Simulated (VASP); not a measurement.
Write the native input for VASP 6.6.1 that does the following.

```yaml
Task: relaxation of the atoms
Functional: PBE
Potentials_or_basis: VASP PAW PBE potentials, release 64 (Ru_pv)
Cutoff: 520 eV
k_mesh: 14 × 14 × 1
Occupations: methfessel-paxton, width 0.1 eV
Spin: no spin polarisation
Dipole_correction: yes
Atoms_held_fixed_from_0: "[0]"
Further_INCAR_settings: ALGO = Normal; EDIFF = 1e-06; IBRION = 2; EDIFFG = -0.02; NSW = 90
```

The structure of Ru lies in POSCAR:

```
Ru
1.0
    2.7193470000      0.0000000000      0.0000000000
   -1.3596735000      2.3550235400      0.0000000000
    0.0000000000      0.0000000000     21.2445491100
Ru
4
Selective dynamics
Direct
    0.3333330000      0.6666670000      0.3483246400  F F F
    0.6666670000      0.3333330000      0.4494415500  T T T
    0.3333330000      0.6666670000      0.5505584500  T T T
    0.6666670000      0.3333330000      0.6516753600  T T T
```

The cell was built by a generator and needn't be a form met in nature.

These files were run (other wordings do the same):

INCAR

```
SYSTEM = Ru
  ALGO = Normal
  DIPOL = 0.5 0.5 0.500
  EDIFF = 1E-6
  EDIFFG = -0.02
  ENCUT = 520
  GGA = PE
  IBRION = 2
  IDIPOL = 3
  ISIF = 2
  ISMEAR = 1
  KPAR = 2
  LASPH = .TRUE.
  LCHARG = .FALSE.
  LDIPOL = .TRUE.
  LREAL = .FALSE.
  LWAVE = .FALSE.
  NELM = 120
  NSW = 90
  PREC = Accurate
  SIGMA = 0.1
```

KPOINTS

```
k-points
0
G
  14 14 1
  0 0 0
```

Potentials or basis: VASP PAW PBE potentials, release 64 (Ru_pv).

Launch:

```sh
$ cat potpaw_PBE.64/Ru_pv/POTCAR > POTCAR
$ mpirun -np 2 vasp_std > vasp.out
```

Results of the run:

The energy gained by relaxing is 13.4 meV/atom and the ionic steps are 9. The band gap on the k mesh is none (metal or under the smearing width).

Run time: 3.8 min on 2 MPI ranks on AMD EPYC 9R45 (Zen 5) (shared host), peak memory 0.26 GiB a rank.
